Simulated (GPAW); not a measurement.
# Quasiparticle gap of SnS2 in GPAW

Aim: the G0W0 gap of SnS2 on PBE, step by step.

Method: PBE and many-body steps on it, plane waves, in GPAW 26.7.0.

The database entry behind the starting cell differs from other determinations of this structure, so it need not match the best structure at room temperature.

### 1. Starting point

The cell holds 3 atoms: 1 Sn and 2 S. Cell: a = 3.639 Å, b = 3.639 Å, c = 13.900 Å, α = 90.0°, β = 90.0°, γ = 120.0°. It derives from SnS2. Vacuum lies along c.

### 2. Ground state

This step: GPAW 26.7.0; DFT, PBE, plane waves, PAW.

The ground-state density comes first.

Input file run.py:

```python
import json
import numpy as np
from gpaw.mpi import world
from ase import Atoms
from gpaw import GPAW, PW, FermiDirac

atoms = Atoms(['Sn', 'S', 'S'],
    cell=[[3.6390000000, 0.0000000000, 0.0000000000],
      [-1.8195000000, 3.1514664444, 0.0000000000],
      [0.0000000000, 0.0000000000, 13.9000000000]],
    scaled_positions=[[0.0000000000, 0.0000000000, 0.5000000000],
      [0.3333333333, 0.6666666667, 0.6055395683],
      [0.6666666667, 0.3333333333, 0.3944604317]],
    pbc=(True, True, False))
calc = GPAW(mode=PW(450),
    xc='PBE',
    kpts={'size': (9, 9, 1), 'gamma': True},
    occupations=FermiDirac(0.001),
    nbands=-7,
    convergence={'density': 1e-6, 'bands': -3},
    maxiter=100,
    txt='gs.txt')
atoms.calc = calc
res = {'energy': atoms.get_potential_energy(), 'forces': atoms.get_forces(), 'stress': atoms.get_stress()}
kpts = calc.get_ibz_k_points()
res['kpts'] = kpts
res['eigenvalues'] = [calc.get_eigenvalues(kpt=k) for k in range(len(kpts))]
res['n_electrons'] = calc.get_number_of_electrons()
calc.write('gs.gpw')

if world.rank == 0:
    with open('result.json', 'w') as f:
        json.dump(res, f, default=lambda x: x.tolist())
```

Run with:

```console
> mpirun -n 4 gpaw python run.py
```

The program printed:

```text
__  _  _
 | _ |_)|_||  |
 |__||  | ||/\| - 26.7.0

Input parameters:
  mode=PW(ecut=450.000000),
  convergence={'density': 1e-06, 'bands': -3},
  kpts=MonkhorstPack(size=(9, 9, 1), gamma=True),
  maxiter=100,
  nbands=-7,
  occupations=Occupations(name='fermi-dirac', width=0.001, fixmagmom=False),
  xc=XC(name='PBE')
  [... matrices ...]
Diagonalizing LCAO Hamiltonian
Converting LCAO to pw mode

         S

       Sn
            S

Atoms  # Å, Bohr magnetons
|   | symbol |         x |        y |        z |    initial magnetic moments |
| 0 |     Sn |  0.000000 | 0.000000 | 6.950000 | ( 0.0000,  0.0000,  0.0000) |
| 1 |      S | -0.000000 | 2.100978 | 8.417000 | ( 0.0000,  0.0000,  0.0000) |
| 2 |      S |  1.819500 | 1.050489 | 5.483000 | ( 0.0000,  0.0000,  0.0000) |

Unit cell  # Å
| periodic |         x |        y |         z |   lengths |     angles |
|      yes |  3.639000 | 0.000000 |  0.000000 |  3.639000 |  90.000000 |
|      yes | -1.819500 | 3.151466 |  0.000000 |  3.639000 |  90.000000 |
|       no |  0.000000 | 0.000000 | 13.900000 | 13.900000 | 120.000000 |

Number of symmetries: 12
Symmetry operations  # r_c * U_cc + t_c -> r_c
|    | kind |            matrix            |
|  0 |  σ   |  1, 1, 0,  0,-1, 0,  0, 0, 1 |
|  1 |  S6  |  1, 1, 0, -1, 0, 0,  0, 0,-1 |
|  2 |  E   |  1, 0, 0,  0, 1, 0,  0, 0, 1 |
|  3 |  C2  |  1, 0, 0, -1,-1, 0,  0, 0,-1 |
|  4 |  C2  |  0, 1, 0,  1, 0, 0,  0, 0,-1 |
|  5 |  C3  |  0, 1, 0, -1,-1, 0,  0, 0, 1 |
|  6 |  S6  |  0,-1, 0,  1, 1, 0,  0, 0,-1 |
|  7 |  σ   |  0,-1, 0, -1, 0, 0,  0, 0, 1 |
|  8 |  σ   | -1, 0, 0,  1, 1, 0,  0, 0, 1 |
|  9 |  i   | -1, 0, 0,  0,-1, 0,  0, 0,-1 |
| 10 |  C3  | -1,-1, 0,  1, 0, 0,  0, 0, 1 |
| 11 |  C2  | -1,-1, 0,  0, 1, 0,  0, 0,-1 |

BZ-sampling:
  Number of BZ points: 81
  Number of IBZ points: 12

  Monkhorst-Pack size: [9, 9, 1]
  Monkhorst-Pack shift: [0, 0, 0]

K-points  # in reciprocal-cell coordinates
|     |                                coordinates |     weight |
|   0 | (  0.00000000,   0.00000000,   0.00000000) | 0.01234568 |
|   1 | (  0.11111111,   0.00000000,   0.00000000) | 0.07407407 |
|   2 | (  0.22222222,  -0.11111111,   0.00000000) | 0.07407407 |
|   3 | (  0.22222222,   0.00000000,   0.00000000) | 0.07407407 |
|   4 | (  0.33333333,  -0.11111111,   0.00000000) | 0.14814815 |
|   5 | (  0.33333333,   0.00000000,   0.00000000) | 0.07407407 |
|   6 | (  0.33333333,   0.33333333,   0.00000000) | 0.02469136 |
|   7 | (  0.44444444,  -0.22222222,   0.00000000) | 0.07407407 |
|   8 | (  0.44444444,  -0.11111111,   0.00000000) | 0.14814815 |
|   9 | (  0.44444444,   0.00000000,   0.00000000) | 0.07407407 |
| ... |                                            |            |
|  11 | (  0.44444444,   0.44444444,   0.00000000) | 0.07407407 |

Plane wave coefficients: 3505
Cutoff: 450.000000 eV

Spin-components: 1 (collinear spins)
Bands:           20
Projectors:      16
Spin-degeneracy: 2
Datatype:        complex128

  Storage: CPU
  Wave functions: 13_459_200 bytes (3_364_800 per core)
  Projectors: 15_478_080 bytes (3_869_520 per core)
  [... matrices ...]
Parallelization:
  kpt:    4
  domain: 1
  band:   1

Density:
  Valence electrons: 26.0
  Components: 1
  Grid points: [18 18 70]
  Charge: 0.0  # |e|

Potential:
  Grid points: [18 18 70]

species:
  Sn:
    name:    Tin
    Z:       50.0
    valence: 14
    core:    36
    charge:  0.0  # [|e|]
    compensation charges:
      type: gauss
      rc: 0.38  # [Å]
      lmax: 2
    cutoffs:
      filter: 2.23  # [Å]
      core: 2.35  # [Å]
    projectors
    | kind |    occ | energy [eV] | rcut [Å] |
    |   5s |  2.000 |     -10.538 |    1.201 |
    |   5p |  2.000 |      -3.696 |    1.270 |
    |   4d | 10.000 |     -25.845 |    1.185 |
    |    s |        |      16.674 |    1.201 |
    |    p |        |      23.515 |    1.270 |
    |    d |        |       1.367 |    1.185 |

    Using partial waves for Sn as LCAO basis

  S:
    name:    Sulfur
    Z:       16.0
    valence: 6
    core:    10
    charge:  0.0  # [|e|]
    compensation charges:
      type: gauss
      rc: 0.24  # [Å]
      lmax: 2
    cutoffs:
      filter: 1.77  # [Å]
      core: 1.66  # [Å]
    projectors
    | kind |    occ | energy [eV] | rcut [Å] |
    |   3s |  2.000 |     -17.254 |    0.974 |
    |   3p |  4.000 |      -7.008 |    0.979 |
    |    s |        |       9.957 |    0.974 |
    |    p |        |      20.203 |    0.979 |
    |    d |        |       0.000 |    0.900 |

    Using partial waves for S as LCAO basis

Reference energy: -189725.933102  # eV

eigensolver:
  PPCG
  Converge bands: -3
  niter=2

density mixing:
  MSR1-Mixer
  Pratt-step length: 0.05
  Maximum mixing coefficient: 0.75
  Old densities: 10
  SVD Regularization: 0.005
  Good broyden scale: 1.0
  Trust region scale: 1.0
  Backstep threshold: 4.0
  History deletion threshold: 6.0
  Fourier metric: weight=20.0, sigma=0.015

occupation numbers:
  Fermi-Dirac:
    width: 0.0010  # eV

poisson solver:
  ecut: 3600.000000  # eV

xc functional:
  name: PBE with 2 nearest neighbor stencil

Initialization done in: 0.926 s

convergence criteria:
- Maximum integral of absolute [dens]ity change: 1e-06 electrons / valence electron
- Maximum [total energy] change in last 3 cyles: 0.0005 eV / valence electron
- Maximum integral of absolute [eigenst]ate change: 4e-08 eV^2 / valence electron
maximum number of iterations: 100

SCF iterations
|iter     |     time |      energy | eigst |  dens |
|iter:   1|  |  -13.787447 | +0.77 |       |
|iter:   2|  |  -13.704198 | -0.48 | -1.13 |
|iter:   3|  |  -13.380208 | -1.21 | -1.18 |
|iter:   4|  |  -13.338299 | -1.73 | -1.59 |
|iter:   5|  |  -13.338090 | -3.10 | -1.94 |
|iter:   6|  |  -13.337817c| -3.44 | -2.32 |
|iter:   7|  |  -13.337833c| -4.79 | -3.29 |
|iter:   8|  |  -13.337836c| -5.76 | -3.85 |
|iter:   9|  |  -13.337837c| -6.59 | -4.51 |
|iter:  10|  |  -13.337837c| -7.56c| -5.02 |
|iter:  11|  |  -13.337837c| -7.92c| -5.60 |
|iter:  12|  |  -13.337837c| -8.32c| -6.12c|

Converged in 12 steps
SCF loop duration: 5.005 s (0.417 s/step)
Energy contributions relative to reference atoms: (reference = -189725.933102)
  [... matrices ...]
Energy contributions:
  Kinetic:          23.564291
  Coulomb:         -21.458008
  Zero:              0.043377
  External:          0.000000
  Xc:              -15.487497
  Entropy:          -0.000000
  Spinorbit:         0.000000
  ----------------------------
  Free energy:     -13.337837
  Extrapolated:    -13.337837

dipole moment: (-6.042102, -10.465228, 0.000010)  # |e|*Ang

Fermi level: -0.957
Eigenvalues  # (at kpt = [0.000, 0.000, 0.000])
| band index |      eig [eV] | occ [0-2] |
|          0 |       -22.744 |     2.000 |
|        ... |               |           |
|          5 |       -15.547 |     2.000 |
|          6 |       -13.724 |     2.000 |
|          7 |        -6.856 |     2.000 |
|          8 |        -2.848 |     2.000 |
|          9 |        -2.462 |     2.000 |
|         10 |        -2.462 |     2.000 |
|         11 |        -2.062 |     2.000 |
|         12 |        -2.062 |     2.000 |
|         13 |         0.611 |     0.000 |
[...]
|         18 |         4.739 |     0.000 |
|         19 |         6.414 |     0.000 |

Gap: 1.714 eV
Transition (v -> c):
  (s=0, k=1, n=12, [0.11, 0.00, 0.00]) -> (s=0, k=9, n=13, [0.44, 0.00, 0.00])
Direct/indirect transitions are different
Direct gap: 1.959 eV
Transition at: (s=0, k=9, n=12, [0.44, 0.00, 0.00])
vacuum-level: 4.792  # V

Forces  # eV/Ang
|        x |        y |        z |
| -0.00000 |  0.00000 |  0.00000 |  # Sn   0
|  0.00000 | -0.00000 |  0.33771 |  # S    1
| -0.00000 |  0.00000 | -0.33771 |  # S    2

Force computation time: 0.056  # s

Stress tensor  # eV/Ang^3
|         x |         y |         z |
| -0.007189 |  0.000000 |  0.000000 |
|  0.000000 | -0.007189 | -0.000000 |
|  0.000000 | -0.000000 | -0.003942 |

Stress computation time: 0.536  # s

# Writing to gs.gpw (mode='')
  [... matrices ...]
```

The job ended after 8.4 s (4 MPI ranks of Arm Neoverse V1, shared host; peak memory 0.71 GiB; 33 s of CPU time).

Numbers from this step:

* total energy: -13.34 eV
* gap: 1.714 eV
* k of the valence top: 0.1111, 0, 0
* k of the conduction bottom: 0.4444, 0, 0
* least direct gap: 1.959 eV

The gap is indirect, with the least direct gap 0.24 eV higher.

### 3. Bands along the symmetry lines

Levels along a band path, at the cheap level, show where the edges lie and whether the meshes to come will hold them.

Input file run.py:

```python
import json
import numpy as np
from gpaw.mpi import world
from gpaw import GPAW

path = [[0.000000, 0.000000, 0.000000],
    [0.062500, 0.000000, 0.000000],
    [0.125000, 0.000000, 0.000000],
    [0.187500, 0.000000, 0.000000],
    [0.250000, 0.000000, 0.000000],
    [0.312500, 0.000000, 0.000000],
    [0.375000, 0.000000, 0.000000],
    [0.437500, 0.000000, 0.000000],
    [0.500000, 0.000000, 0.000000],
    [0.479167, 0.041667, 0.000000],
    [0.458333, 0.083333, 0.000000],
    [0.437500, 0.125000, 0.000000],
    [0.416667, 0.166667, 0.000000],
    [0.395833, 0.208333, 0.000000],
    [0.375000, 0.250000, 0.000000],
    [0.354167, 0.291667, 0.000000],
    [0.333333, 0.333333, 0.000000],
    [0.291667, 0.291667, 0.000000],
    [0.250000, 0.250000, 0.000000],
    [0.208333, 0.208333, 0.000000],
    [0.166667, 0.166667, 0.000000],
    [0.125000, 0.125000, 0.000000],
    [0.083333, 0.083333, 0.000000],
    [0.041667, 0.041667, 0.000000],
    [0.000000, 0.000000, 0.000000]]
calc = GPAW('gs.gpw').fixed_density(kpts=path,
    symmetry='off',
    nbands=23,
    convergence={'bands': 19},
    txt='bands.txt')
res = {}
kpts = calc.get_ibz_k_points()
res['kpts'] = kpts
res['eigenvalues'] = [calc.get_eigenvalues(kpt=k) for k in range(len(kpts))]
res['n_electrons'] = calc.get_number_of_electrons()

if world.rank == 0:
    with open('result.json', 'w') as f:
        json.dump(res, f, default=lambda x: x.tolist())
```

Run with:

```console
> mpirun -n 4 gpaw python run.py
```

The program printed:

```text
Diagonalizing LCAO Hamiltonian
Converting LCAO to pw mode
convergence criteria:
- Maximum integral of absolute [eigenst]ate change: 4e-08 eV^2 / valence electron
maximum number of iterations: 100

SCF iterations
|iter     |     time |      energy | eigst |  dens |
|iter:   1|  |             | +1.63 |       |
|iter:   2|  |             | +0.30 |       |
|iter:   3|  |             | -0.72 |       |
[...]
|iter:  11|  |             | -6.32 |       |
|iter:  12|  |             | -6.95 |       |
|iter:  13|  |             | -7.50c|       |
SCF steps: 13
  __  _  _
 | _ |_)|_||  |
 |__||  | ||/\| - 26.7.0

Input parameters:
  mode=PW(ecut=450.000000),
  convergence={'bands': 19},
  gpts=array([18, 18, 70]),
  kpts=KPoints(kpts=array([[0.      , 0.      , 0.      ],
         [0.0625  , 0.      , 0.      ],
         [0.125   , 0.      , 0.      ],
         [0.1875  , 0.      , 0.      ],
[...]
[0.479167, 0.041667, 0.      ],
         [0.458333, 0.083333, 0.      ],
[...]
[0.416667, 0.166667, 0.      ],
[...]
[0.25    , 0.25    , 0.      ],
[...]
[0.125   , 0.125   , 0.      ],
         [0.083333, 0.083333, 0.      ],
         [0.041667, 0.041667, 0.      ],
         [0.      , 0.      , 0.      ]])),
  maxiter=100,
  nbands=23,
  occupations=Occupations(name='fermi-dirac', width=0.001, fixmagmom=False),
  parallel={},
  symmetry=Symmetry(point_group=False, time_reversal=False),
  xc=XC(name='PBE')
  [... matrices ...]
timing:  # [seconds]
  Total: 0.026  # ━━━━━━━━━━━━━━━━━━━━━━━━━━━━━━━━━━━━━━━━━━━━━━━━━━━━━━━━━━━
```

Elapsed: 14 s, on 4 MPI ranks; peak memory 0.78 GiB.

This step gave:

```yaml
gap: 1.648 eV
k_of_the_valence_top: 0.125, 0, 0
k_of_the_conduction_bottom: 0.5, 0, 0
least_direct_gap: 1.910 eV
```

The gap is 1.648 eV, −0.066 eV from the run before at this level.

The electronic bands at the labelled points (eV, zero at the top of the highest filled band):

| point | band 10 | band 11 | band 12 | band 13 | band 14 | band 15 | band 16 | band 17 |
| --- | --- | --- | --- | --- | --- | --- | --- | --- |
| Γ | -0.49 | -0.49 | -0.10 | -0.10 | 2.58 | 3.89 | 5.50 | 5.50 |
| halfway | -1.74 | -1.61 | -0.62 | -0.07 | 2.70 | 5.00 | 6.25 | 6.52 |
| M | -2.30 | -2.06 | -0.52 | -0.26 | 1.65 | 4.82 | 6.31 | 6.42 |
| halfway | -3.12 | -2.37 | -0.74 | -0.47 | 2.44 | 5.89 | 6.27 | 6.74 |
| K | -3.63 | -3.22 | -0.66 | -0.66 | 2.80 | 6.23 | 6.23 | 7.69 |
| halfway | -2.74 | -1.30 | -0.83 | -0.35 | 3.03 | 5.65 | 6.04 | 6.41 |
| Γ | -0.49 | -0.49 | -0.10 | -0.10 | 2.58 | 3.89 | 5.50 | 5.50 |

### 4. Empty states on the mesh, 9×9×1 mesh, 269 bands

The sums over transitions need many empty states on a uniform mesh; this step solves for them.

Input file run.py:

```python
import json
import numpy as np
from gpaw.mpi import world
from gpaw import GPAW

calc = GPAW('gs.gpw').fixed_density(kpts={'size': (9, 9, 1), 'gamma': True},
    parallel={'domain': 1, 'band': 1},
    txt='nscf.txt')
calc.diagonalize_full_hamiltonian(nbands=269)
calc.write('full.gpw', mode='all')
res = {}
kpts = calc.get_ibz_k_points()
res['kpts'] = kpts
res['eigenvalues'] = [calc.get_eigenvalues(kpt=k) for k in range(len(kpts))]
res['n_electrons'] = calc.get_number_of_electrons()

if world.rank == 0:
    with open('result.json', 'w') as f:
        json.dump(res, f, default=lambda x: x.tolist())
```

Run with:

```console
> mpirun -n 4 gpaw python run.py
```

The program printed:

```text
Diagonalizing LCAO Hamiltonian
Converting LCAO to pw mode
convergence criteria:
- Maximum integral of absolute [eigenst]ate change: 4e-08 eV^2 / valence electron
maximum number of iterations: 100

SCF iterations
|iter     |     time |      energy | eigst |  dens |
|iter:   1|  |             | +0.77 |       |
|iter:   2|  |             | -0.53 |       |
|iter:   3|  |             | -1.39 |       |
[...]
|iter:  10|  |             | -6.42 |       |
|iter:  11|  |             | -7.02 |       |
|iter:  12|  |             | -7.68c|       |
SCF steps: 12
  __  _  _
 | _ |_)|_||  |
 |__||  | ||/\| - 26.7.0

Input parameters:
  mode=PW(ecut=450.000000),
  convergence={'density': 1e-06, 'bands': -3},
  gpts=array([18, 18, 70]),
  kpts=MonkhorstPack(size=(9, 9, 1), gamma=True),
  maxiter=100,
  nbands=20,
  occupations=Occupations(name='fermi-dirac', width=0.001, fixmagmom=False),
  parallel={'domain': 1, 'band': 1},
  xc=XC(name='PBE')
Matrix size: 3505x3505
# Writing to full.gpw (mode='all')
  [... matrices ...]

timing:  # [seconds]
  Total: 126.499  # ━━━━━━━━━━━━━━━━━━━━━━━━━━━━━━━━━━━━━━━━━━━━━━━━━━━━━━━━━
```

The job ended after 2.2 min (4 MPI ranks; peak memory 4.6 GiB; 8.9 min of CPU time).

Numbers from this step:

- gap: 1.714 eV
- k of the valence top: 0.1111, 0, 0
- k of the conduction bottom: 0.4444, 0, 0
- least direct gap: 1.959 eV
- k points computed: 12
- lowest point of the top converged band, above the valence top: 77.4833 eV

On this mesh the gap is 1.714 eV.

[end of part 1 of 2]

[Long decimals in the printed logs are rounded to 6 places.]

[Logs are printed without paths, hosts, clocks, repeated set-up lines and the standing remarks that a program may print on its own settings, such as how far it seeks lower states.]

[Paths, hosts, dates, memory and timing lines, banners, echoed tables and standing remarks are left out of the program output; an Ansatz launch command may be rebuilt from the run's recorded settings. Measured values are a selection of at most five: reports struck by readers or far from the other reports are left out. None is set beside runs whose start may be inverted or whose files or cutoffs have a known fault.]

[Runs of the session that timed out or met a known fault of the program may be left out.]

[Hosts, paths, dates, database ids (printed as entryN), source tags and the programs' standing remarks are cut or masked in the printed files.]

[Where the starting crystal was built by hand or by swapping elements, it need not be the compound's stable phase.]
